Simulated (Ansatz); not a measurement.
# Phonon spectrum of Ge

These are results of Ansatz 0.2.0, DFT PBE, scalar-relativistic, plane waves, PAW, not measurements. Settings: 420 eV plane-wave cutoff, Γ-centred 12×12×8 mesh, Fermi-Dirac smearing of 0.15 eV. No spin polarisation. Phonons by linear response, acoustic sum rule imposed.

Equilibrium structure at this level:
```
Ge
1.0
     4.05811    0.00000    0.00000
    -2.02906    3.51443    0.00000
     0.00000    0.00000    6.69588
Ge
4
Direct
  0.33333 0.66667 0.06289
  0.66667 0.33333 0.56289
  0.33333 0.66667 0.43711
  0.66667 0.33333 0.93711
```

The structure comes from a generated guess, relaxed at this level; another structure or a mixture of phases may lie lower. In a metal, frequencies and elastic constants depend on the k mesh and the smearing, soft modes and shear constants most. The q mesh is coarse, so values between its points are rough. This form isn't the element's ground state: it lies 15 meV/atom above the standard structure at this level.

Force constants from linear response on a 2×2×1 q mesh.

Path: Γ–M–K–Γ–A–L–H–A | L–M | H–K. Only the points of the 2×2×1 mesh were computed; the rest is interpolation, which is rough on so few points. On the mesh no mode is imaginary. Distance along the path (Å⁻¹), then the branches (cm⁻¹, negative for imaginary):
```
0.000  0 0 0 54 54 204 222 260 260 272 274 274
0.224  20 22 51 56 72 200 218 258 260 271 272 273
0.447  38 44 62 99 103 192 209 255 259 262 268 269
0.670  52 68 69 113 139 196 198 246 251 254 265 266
0.894  57 70 90 99 163 184 218 226 249 251 264 265
1.023  65 76 90 99 162 182 217 226 248 252 264 264
1.152  82 88 89 99 160 178 214 224 248 254 262 264
1.281  90 95 98 103 160 173 212 220 248 256 260 263
1.410  93 93 104 107 165 165 215 215 248 257 257 263
1.668  77 87 94 104 143 188 200 236 248 256 261 264
1.926  49 55 75 105 107 191 206 253 258 260 266 268
2.184  24 25 58 58 76 198 217 258 260 270 270 272
2.442  0 0 0 54 54 204 222 260 260 272 274 274
2.559  10 10 32 52 52 192 231 260 260 272 274 274
2.677  19 19 49 49 63 172 243 262 262 270 272 272
2.794  28 28 44 44 94 148 252 264 264 266 270 270
2.911  36 36 36 36 122 122 260 260 267 267 267 267
3.135  41 41 58 58 123 123 256 256 266 266 268 268
3.358  51 51 84 84 134 134 244 244 262 262 265 265
3.582  60 60 88 88 163 163 229 229 258 258 261 261
3.805  63 63 88 88 182 182 217 217 257 257 259 259
3.934  69 69 88 88 181 181 216 216 256 256 259 259
4.063  80 80 90 90 179 179 214 214 256 256 258 258
4.192  83 83 100 100 177 177 211 211 256 256 258 258
4.321  83 83 105 105 177 177 209 209 256 256 257 257
4.580  84 84 90 90 167 167 221 221 256 256 260 260
4.838  63 63 85 85 140 140 240 240 261 261 264 264
5.096  43 43 63 63 123 123 254 254 266 266 267 267
5.354  36 36 36 36 122 122 260 260 267 267 267 267
5.412  62 65 87 89 179 184 216 219 255 258 258 260
5.530  60 67 87 92 173 186 215 222 252 255 261 263
5.647  58 69 88 96 167 185 216 225 250 253 263 264
5.764  57 70 90 99 164 184 218 226 249 252 264 265
5.823  83 83 105 105 177 177 209 209 256 256 257 257
5.940  84 84 105 106 176 176 210 210 252 257 257 258
6.057  87 87 104 106 171 171 213 213 250 257 257 261
6.175  91 91 104 107 167 167 215 215 248 257 257 262
6.292  93 93 104 107 165 165 215 215 248 257 257 263
```
